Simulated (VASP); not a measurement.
## A VASP 6.6.1 single-point calculation on MgO

INCAR

```
PREC = Accurate
ISMEAR = 1
GGA = PE
NSW = 0
SIGMA = 0.1
ISIF = 2
LCHARG = .FALSE.
EDIFF = 1E-7
LREAL = .FALSE.
LASPH = .TRUE.
NELM = 68
NBANDS = 16
IBRION = -1
ENCUT = 520
LWAVE = .FALSE.
```

KPOINTS

```
KPOINTS created by Atomic Simulation Environment
0
Gamma
12 12 6
0 0 0
```

POSCAR

```
Mg O
 1.0000000000000000
     3.2882172280713431    0.0000000000000000    0.0000000000000000
    -1.6441086140356715    2.8476796526714323   -0.0000000000000000
     0.0000000000000000   -0.0000000000000000    5.0343662747697859
 Mg  O
   2   2
Cartesian
  0.0000000000000001  1.8984531017809547 -0.0495307266341288
  1.6441086140356715  0.9492265508904774  2.4676524107507638
  0.0000000000000001  1.8984531017809547  1.9374180796727984
  1.6441086140356715  0.9492265508904774  4.4546012170576903
```

The recommended PBE PAW datasets give the neutral cell 16 valence electrons.

Command

```
mpirun -np 1 vasp_std
```

Q: How does this run end, and what does it give?

A: It converged. Results: gap between bands v and c on the k mesh 3.54 eV; least direct gap on the k mesh 3.54 eV; pressure 3.5 GPa; largest force 0.01 eV/Å. Band v is the last that the valence electrons fill when counted band by band, and c is the next.

OSZICAR

```
N       E                     dE             d eps       ncg     rms          rms(c)
DAV:   1     0.607306737642E+02    0.60731E+02   -0.75076E+03  2432   0.882E+02
DAV:   2    -0.237316103801E+02   -0.84462E+02   -0.77794E+02  3328   0.196E+02
DAV:   3    -0.277856948994E+02   -0.40541E+01   -0.40434E+01  2808   0.444E+01
DAV:   4    -0.278024891026E+02   -0.16794E-01   -0.16794E-01  2928   0.336E+00
DAV:   5    -0.278025728873E+02   -0.83785E-04   -0.83784E-04  2816   0.227E-01    0.117E+01
DAV:   6    -0.235713984432E+02    0.42312E+01   -0.12250E+01  2432   0.262E+01    0.385E+00
DAV:   7    -0.235244801708E+02    0.46918E-01   -0.16615E-01  2464   0.326E+00    0.220E+00
DAV:   8    -0.235202168132E+02    0.42634E-02   -0.95039E-02  2568   0.337E+00    0.502E-01
DAV:   9    -0.235178138324E+02    0.24030E-02   -0.30773E-03  3024   0.509E-01    0.175E-01
DAV:  10    -0.235185548202E+02   -0.74099E-03   -0.15594E-03  2472   0.256E-01    0.303E-02
DAV:  11    -0.235185764311E+02   -0.21611E-04   -0.14734E-05  2888   0.273E-02    0.201E-02
DAV:  12    -0.235185770441E+02   -0.61308E-06   -0.89189E-06  2456   0.258E-02    0.256E-03
DAV:  13    -0.235185770138E+02    0.30292E-07   -0.51362E-07  2760   0.553E-03
   1 F= -.23518577E+02 E0= -.23518649E+02  d E =0.215917E-03
```

For comparison, a separate PBE run of the intended cell, on usual settings and not on those above, gives a gap of 3.54 eV on its mesh and a pressure of 3.5 GPa.
